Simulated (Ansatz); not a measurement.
Density of states of SiC (P6_3mc, a = 3.094 Å, b = 3.094 Å, c = 10.129 Å, α = 90.00°, β = 90.00°, γ = 120.00°), in states per eV and primitive cell, averaged over bins of 0.5 eV. Computed with DFT PBE, scalar-relativistic, plane waves, PAW (Ansatz 0.2.0).

Cutoff 420 eV; k points 12×12×4 on the computed 8-atom cell (Γ-centred); Gaussian smearing, width 0.02 eV; no spin polarisation.

The cell is relaxed at this level. The states (both spins) are summed by tetrahedra on a 18×18×6 mesh at the self-consistent density. Energies are bin centres; the table starts no lower than −8 eV and ends at 6 eV, or lower where the solved bands end.

The gap is 2.22 eV at this level, with the zero inside it.

```
E − E_F (eV) total C 2p Si 3p Si 3s C 2s
       -7.80   2.44  1.18   0.43   0.55  0.27
       -7.30   1.73  0.84   0.35   0.29  0.25
       -6.80   1.81  0.92   0.48   0.19  0.20
       -6.30   2.37  1.27   0.71   0.20  0.18
       -5.80   2.61  1.45   0.78   0.19  0.17
       -5.30   3.12  1.78   0.94   0.20  0.16
       -4.80   3.43  2.03   1.02   0.20  0.15
       -4.30   3.67  2.28   1.10   0.15  0.12
       -3.80   4.24  2.76   1.22   0.12  0.10
       -3.30   4.46  3.05   1.17   0.10  0.08
       -2.80   5.09  3.67   1.21   0.07  0.06
       -2.30   3.51  2.69   0.68   0.03  0.03
       -1.80   1.98  1.62   0.28   0.01  0.01
       -1.30   0.78  0.69   0.07   0.00  0.00
       -0.80   0.00  0.00   0.00   0.00  0.00
       -0.30   0.00  0.00   0.00   0.00  0.00
        0.20   0.00  0.00   0.00   0.00  0.00
        0.70   0.00  0.00   0.00   0.00  0.00
        1.20   0.15  0.01   0.07   0.01  0.04
        1.70   0.98  0.10   0.44   0.06  0.22
        2.20   1.74  0.28   0.77   0.09  0.28
        2.70   2.00  0.36   0.89   0.10  0.25
        3.20   1.81  0.30   0.77   0.17  0.21
        3.70   2.68  0.47   1.07   0.31  0.27
        4.20   3.03  0.50   1.16   0.42  0.34
        4.70   3.37  0.58   1.19   0.52  0.34
        5.20   3.79  0.64   1.31   0.59  0.39
        5.70   3.53  0.52   1.27   0.58  0.42
```

The columns after the total are the Löwdin projections on the occupied valence shells of the potentials. The rest of the total lies in shells that are empty in the free atom, which aren't projected, and between the atoms.

Cost: 1 run of about 4.8 core-minutes, on Intel Xeon Processor @ 2.50GHz (Skylake/Cascade Lake) (shared hosts).